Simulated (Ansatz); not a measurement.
# Os (bcc): energy against volume

Level of theory: DFT, revPBE, plane waves (420 eV) with PAW, scalar-relativistic in Ansatz. The PAW files were generated under PBE, with cores re-solved for the functional.

The cell is scaled uniformly from the relaxed one, with fractional coordinates and shape fixed. Energies are extrapolated to zero smearing, pressures are those at the given smearing. Magnetic state: spin not included.

A Birch-Murnaghan fit gives V₀ = 14.89 Å³/atom, B₀ = 342 GPa, B₀′ = 4.8.

What are the energy above the minimum and the pressure at 13.715 Å³/atom?

116.2 meV/atom and 34.67 GPa as computed.

What are the energy above the minimum and the pressure at 14.311 Å³/atom?

25.9 meV/atom and 15.36 GPa as computed.

What are the energy above the minimum and the pressure at 16.697 Å³/atom?

187.6 meV/atom and -29.21 GPa as computed.
